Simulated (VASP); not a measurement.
SnSe2: relaxation of cell and atoms with PBE

The system is SnSe2.

```
Sn Se
1.0
     0.00000    3.24397    3.24397
     3.24397    0.00000    3.24397
     3.24397    3.24397    0.00000
Sn Se
1 2
Direct
  0.00000 0.00000 0.00000
  0.25000 0.25000 0.25000
  0.75000 0.75000 0.75000
```

The cell was built by a generator and needn't be a form met in nature.

| Property | Result |
| --- | --- |
| Program | VASP 6.6.1 |
| Task | relaxation of cell and atoms |
| Functional | PBE |
| Potentials or basis | VASP PAW PBE potentials, release 64 (Sn_d, Se) |
| Cutoff | 600 eV |
| k mesh | 6 × 6 × 6 |
| Occupations | fermi-dirac, width 0.02 eV |
| Spin | no spin polarisation |
| Dipole correction | no |
| Further INCAR settings | ALGO = Normal; EDIFF = 1e-07; IBRION = 2; EDIFFG = -0.005; NSW = 80; ISIF = 3 |

* Relaxed volume: 27.26 Å³/atom
* Relaxed cell: a = 4.872 Å, b = 4.872 Å, c = 4.872 Å, α = 60.00°, β = 60.00°, γ = 60.00°
* Space group after relaxing (to 0.05 Å): Fm-3m (No. 225)
* Energy gained by relaxing: 151.0 meV/atom
* Ionic steps: 5
* Pressure after relaxing: 0.0 GPa
* Band gap on the k mesh: none (metal or under the smearing width)

Step by step:
```
step  energy change (eV)  largest force (eV/Å)  pressure (GPa)  volume (Å³)
   1              0.0000                0.0000           12.95        68.27
   2             -0.3949                0.0000           -2.73        88.11
   3             -0.4528                0.0000            0.10        81.60
   4             -0.4528                0.0000           -0.05        81.88
   5             -0.4529                0.0000            0.00        81.78
```

Final structure:
```cif
data_structure
_symmetry_space_group_name_H-M 'P 1'
_symmetry_Int_Tables_number 1
_cell_length_a 4.8722
_cell_length_b 4.8722
_cell_length_c 4.8722
_cell_angle_alpha 60.000
_cell_angle_beta 60.000
_cell_angle_gamma 60.000
_cell_volume 81.78
loop_
_atom_site_label
_atom_site_type_symbol
_atom_site_fract_x
_atom_site_fract_y
_atom_site_fract_z
_atom_site_occupancy
Sn1 Sn 0.00000 0.00000 0.00000 1
Se1 Se 0.25000 0.25000 0.25000 1
Se2 Se 0.75000 0.75000 0.75000 1
```

Levels at points of the mesh, in eV from the Fermi level:
| k point | band 10 | band 11 | band 12 | band 13 | band 14 | band 15 | band 16 | band 17 |
| --- | --- | --- | --- | --- | --- | --- | --- | --- |
| (0.00, 0.00, 0.00) | -2.73 | -2.73 | -1.39 | -1.39 | -1.39 | 2.05 | 2.05 | 2.05 |
| (0.50, 0.00, 0.00) | -3.03 | -2.83 | -1.97 | -1.97 | 0.98 | 4.01 | 4.01 | 5.38 |
| (0.50, 0.50, 0.00) | -4.44 | -1.18 | 0.17 | 0.17 | 0.65 | 2.53 | 5.26 | 5.26 |

Wall time 94 s on 1 thread of Intel(R) Xeon(R) Platinum 8559C (Emerald Rapids), with other jobs on the host, peak memory 0.25 GiB.

Caveat: the volume moved by over 15 % at a fixed basis, so the end points are rough.
